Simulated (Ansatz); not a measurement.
**NbP (I4_1md)**

All numbers below come from DFT PBEsol, scalar-relativistic, plane waves, PAW in Ansatz 0.2.0.

Settings: cutoff 420 eV, Γ-centred mesh 18×18×18 on the computed 4-atom cell, Gaussian smearing of 0.10 eV; no spin polarisation.

The structure is relaxed at this level of theory with its symmetry kept. Whether it is the stable form of this composition wasn't checked.

```
Nb P
1.0
    -1.66013    1.66013    5.64519
     1.66013   -1.66013    5.64519
     1.66013    1.66013   -5.64519
Nb P
2 2
Direct
  0.75019 0.75019 0.00000
  0.50019 0.00019 0.50000
  0.33244 0.33244 0.00000
  0.08244 0.58244 0.50000
```

Formation energy from the elements' standard states (uncorrected)?

-1.108 eV/atom.

Density of states at the Fermi level?

0.04 states/eV per cell (so small that it hangs on the mesh: a semimetal, or crossings between mesh points).

Löwdin character within 0.5 eV of the Fermi level?

Nb 4d 80 %, P 3p 14 %.

Bulk modulus?

200 GPa.

Its pressure derivative?

4.1.

Bader charges (e)?

Nb (2 in the cell) 1.10, P (2 in the cell) -1.10.